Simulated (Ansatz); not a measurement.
Independent-particle absorption of BaTiO$_{3}$ (R3m, a = 5.726 Å, b = 5.726 Å, c = 7.069 Å, α = 90.00°, β = 90.00°, γ = 120.00°), no local fields or excitons, 0.1 eV broadening. The calculation used Ansatz, DFT PBE, scalar-relativistic, plane waves, PAW.

Settings: cutoff 420 eV, Γ-centred mesh 6×6×6 on the computed 5-atom cell, Gaussian smearing of 0.02 eV; no spin polarisation. The spectrum is summed on a 9×9×9 mesh.

```xyz
5
Lattice="2.8631 1.6530 2.3563 -2.8631 1.6530 2.3563 0.0000 -3.3060 2.3563" Properties=species:S:1:pos:R:3 pbc="T T T"
Ba    0.0000    0.0000    0.0350
Ti    0.0000    0.0000    3.6701
O     0.0000   -1.6179    4.6055
O    -1.4011    0.8089    4.6055
O     1.4011    0.8089    4.6055
```

```tsv
photon energy (eV)	ε2,zz
0.0	0.00
0.4	0.00
0.8	0.00
1.2	0.00
1.6	0.00
2.0	0.00
2.2	0.00
2.6	0.00
3.0	0.12
3.4	2.66
3.8	3.94
4.2	7.78
4.6	5.75
5.0	2.98
5.4	4.44
5.8	3.65
6.2	3.41
6.6	5.25
6.8	4.81
7.2	5.15
7.6	3.84
8.0	3.89
8.4	5.18
8.8	4.72
9.2	3.63
9.6	4.28
10.0	3.93
10.4	4.01
10.8	3.27
11.2	2.61
11.4	2.74
11.8	1.97
12.2	1.31
12.6	1.30
13.0	0.99
13.4	1.09
```

The strongest peak lies near 4.4 eV. ε∞ (xx, yy, zz) = 6.1, 6.1, 5.5.

Cost: 1 run of about 2.6 core-minutes, on Arm Neoverse V1 (shared hosts).